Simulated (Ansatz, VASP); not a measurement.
## Al: VASP beside Ansatz

Contents of INCAR:

```
SYSTEM = Al
PREC = Accurate
ENCUT = 520
EDIFF = 1E-6
ISMEAR = -1
SIGMA = 0.1
LREAL = .FALSE.
LASPH = .TRUE.
NELM = 100
ALGO = Normal
ISIF = 2
LWAVE = .FALSE.
LCHARG = .TRUE.
GGA = PE
LELF = .TRUE.
LVHAR = .TRUE.
NBANDS = 8
```

File KPOINTS:

```
Automatic mesh
0
G
  18 18 18
  0 0 0
```

The input POSCAR:

```
Al
1.0
   -1.3492228380      1.3492228380      1.3492228380
    1.3492228380     -1.3492228380      1.3492228380
    1.3492228380      1.3492228380     -1.3492228380
Al
1
Direct
    0.0000000000      0.0000000000      0.0000000000
```

Input for Ansatz:

```yaml
crystal:
  lattice:
    - [-1.349222838, 1.349222838, 1.349222838]
    - [1.349222838, -1.349222838, 1.349222838]
    - [1.349222838, 1.349222838, -1.349222838]
  atoms:
    - { symbol: Al, position: [0.0, 0.0, 0.0] }
kpoints:
  mp_grid: { grid: [18, 18, 18] }
scf:
  occupations: { method: fermi_dirac, width: 0.1 }
hamiltonian:
  xc: pbe
  pseudopotentials: { kind: all_electron, lapw: { basis_error: 0.001 } }
output:
  forces: true
  stress: true
  eigenvalues: true
  populations: true
```

Change from the starting cell: volume scaled by 0.58, LAPW.

Alike in both runs: task single point; functional PBE; k mesh 18 × 18 × 18; occupations fermi-dirac, width 0.1 eV; no spin polarisation.

|  | VASP | Ansatz |
| --- | --- | --- |
| version | VASP 6.6.1 | Ansatz 0.2.0 |
| potentials or method | VASP PAW PBE potentials, release 64 (Al) | all-electron LAPW, scalar-relativistic |
| plane-wave cutoff (eV) | 520 | see its input |

|  | VASP | Ansatz | Ansatz less VASP |
| --- | --- | --- | --- |
| pressure (GPa) | 118.1 | 117.3 | -0.79 |

Ansatz ran all-electron here, so the differences hold the error of VASP's frozen core and of both bases.

Caveats: the cell as given lies far from equilibrium; so large a pressure means that the cell lies far from this level's equilibrium, or that cutoff or potentials fall short (VASP).
